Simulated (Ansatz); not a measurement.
Runs of Ansatz 0.2.0 on NiO. The structure is cubic, space group Fm-3m (No. 225). The conventional cell has a = 4.183 Å, b = 4.183 Å, c = 4.183 Å, α = 90.00°, β = 90.00°, γ = 90.00°. Ni (site symmetry m-3m) is surrounded by 6 O at 2.09 Å. O (site symmetry m-3m) is surrounded by 6 Ni at 2.09 Å. 

```tsv
level	cutoff (eV)	gap on the mesh (eV)	pressure (GPa)	moment (μB)
revPBE	420	none	8.9	(a)
RPBE	420	none	10.8	1.78
LDA	420	none	-21.7	(b)
r2SCAN	500	0.81	0.9	2.00
PBEsol	420	none	-6.4	1.70
BLYP	420	none	12.3	1.73
r2SCAN0	500	4.84	-1.6	2.00
```

Alike in all rows: task projected density of states; potentials or basis Ansatz PAW; spin collinear, ferromagnetic start; cell as given; k mesh 6 × 6 × 6; smearing fermi-dirac 0.05 eV; the mesh is coarse, so values aren't converged.

Problem. Estimate the missing entries.

Solution. (a) 1.77; (b) 0.00.

Caveats: all runs use coarse meshes; the PAW data sets come from PBE, with cores solved anew for the run's functional, which leaves a small shift of forces and pressure; the density of states is complete only up to the lowest level of the last band computed; a cell with one magnetic atom can't hold antiferromagnetic order, which such compounds often take (some runs); semilocal functionals often make such compounds metallic where correlation or magnetic order opens a gap, which also shifts bond lengths (some runs); the magnetic or orbital state may not be the lowest (some runs); the starting moments weren't kept (some runs); the thresholds are loose for stress (some runs).

A k mesh can miss the band edges.

A gap of «none» marks a metal or a gap under the smearing width.

Runs at the PBE level aren't shown here.
